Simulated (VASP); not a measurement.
A convergence study with VASP on RuO₂ (rutile): one setting is varied, all else stays as given below, so the limit is that of these other settings. Each run relaxes cell and ions; the cell shown is the tightest run's result. The basis is that of the starting cell, so low cut-offs carry a Pulay error.

```xyz
6
Lattice="4.5227 0.0000 0.0000 0.0000 4.5227 0.0000 0.0000 0.0000 3.1219" Properties=species:S:1:pos:R:3 pbc="T T T"
Ru     0.0000     0.0000     0.0000
Ru     2.2613     2.2613     1.5610
O      1.3824     1.3824     0.0000
O      3.6437     0.8789     1.5610
O      0.8789     3.6437     1.5610
O      3.1403     3.1403     0.0000
```

Computed with PBE GGA, VASP's PBE PAW potentials (set 64) (plane waves; VASP). The tightest run used: 800 eV cut-off, 6×6×8 Γ-centred mesh, first-order Methfessel-Paxton smearing of 0.10 eV, potentials Ru_pv O.

The reference is ENCUT = 800, which took about 10 core-minutes. Times come from single runs on busy shared machines, so they are rough: good to a factor of about 2.

**Question.** Of the settings ENCUT = 250; ENCUT = 300; ENCUT = 350; ENCUT = 400; ENCUT = 450; ENCUT = 500; ENCUT = 550; ENCUT = 600; ENCUT = 650; ENCUT = 700; ENCUT = 750; ENCUT = 800, which is the lowest that keeps the difference from the reference in relaxed volume (Å³/atom) within 0.1 from there on, and what does it cost?

**Answer.** ENCUT = 450; its cost over the reference is about 1/2.
| setting | difference in relaxed volume (Å³/atom) | cost over the reference |
|---|---|---|
| ENCUT = 250 | 1.856 | about 1/4 |
| ENCUT = 300 | 1.141 | about 1/3 |
| ENCUT = 350 | 0.607 | about 1/3 |
| ENCUT = 400 | 0.252 | about 1/5 |
| ENCUT = 450 | 0.069 | about 1/2 |
| ENCUT = 500 | 0.004 | within a factor of 2 |
| ENCUT = 550 | 0.002 | within a factor of 2 |
| ENCUT = 600 | 0.007 | within a factor of 2 |
| ENCUT = 650 | 0.011 | within a factor of 2 |
| ENCUT = 700 | 0.010 | within a factor of 2 |
| ENCUT = 750 | 0.005 | within a factor of 2 |
| ENCUT = 800 | 0.000 | reference |

Left out are rungs that failed or repeat a setting and relaxations that didn't move; long series are thinned to 24 rows.

The compound is RuO2 in the rutile structure.
